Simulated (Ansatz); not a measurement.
BeO:
```yaml
crystal:
  lattice:
    - [2.66035, 0.00000, 0.00000]
    - [-1.33017, 2.30393, 0.00000]
    - [0.00000, 0.00000, 13.01236]
  atoms:
    - { symbol: Be, position: [0.00000, 0.00000, 0.99968] }
    - { symbol: Be, position: [0.00000, 0.00000, 0.49968] }
    - { symbol: Be, position: [0.66667, 0.33333, 0.83344] }
    - { symbol: Be, position: [0.33333, 0.66667, 0.33344] }
    - { symbol: Be, position: [0.66667, 0.33333, 0.16663] }
    - { symbol: Be, position: [0.33333, 0.66667, 0.66663] }
    - { symbol: O, position: [0.00000, 0.00000, 0.87459] }
    - { symbol: O, position: [0.00000, 0.00000, 0.37459] }
    - { symbol: O, position: [0.66667, 0.33333, 0.70807] }
    - { symbol: O, position: [0.33333, 0.66667, 0.20807] }
    - { symbol: O, position: [0.66667, 0.33333, 0.04129] }
    - { symbol: O, position: [0.33333, 0.66667, 0.54129] }
```

Cartesian axes are those of the cell as given.

Question: Give the proper piezoelectric stress tensor with relaxed ions from LDA (plane waves, PAW; program Ansatz).

Answer: In C/m², rows x, y, z, Voigt columns; mesh uncertainty up to 0.00.
```
 0.00   0.00   0.00   0.00   0.07   0.00
 0.00   0.00   0.00   0.07   0.00   0.00
 0.12   0.12  -0.22   0.00   0.00   0.00
```

The elastic tensor of the same run (GPa):

|  | 1 | 2 | 3 | 4 | 5 | 6 |
|---|---|---|---|---|---|---|
| 1 | 466 | 143 | 85.9 | 0.0 | 0.0 | 0.0 |
| 2 | 143 | 466 | 85.9 | 0.0 | 0.0 | 0.0 |
| 3 | 85.9 | 85.9 | 524 | 0.0 | 0.0 | 0.0 |
| 4 | 0.0 | 0.0 | 0.0 | 143 | 0.0 | 0.0 |
| 5 | 0.0 | 0.0 | 0.0 | 0.0 | 143 | 0.0 |
| 6 | 0.0 | 0.0 | 0.0 | 0.0 | 0.0 | 161 |

Question: Convert to strain constants d = e·S.

Answer: In pC/N:
```
 0.0   0.0   0.0   0.0   0.5   0.0
 0.0   0.0   0.0   0.5   0.0   0.0
 0.3   0.3  -0.5   0.0   0.0   0.0
```

Space group P6_3mc. The cell is a constructed one: a structure type filled with these elements. Its sites differ from those of the usual phase in this space group: another stacking or structure type. Symmetry was held in the LDA relaxation; phonons on a q-mesh show no instability.

Potentials: the later of the program's two PAW sets.
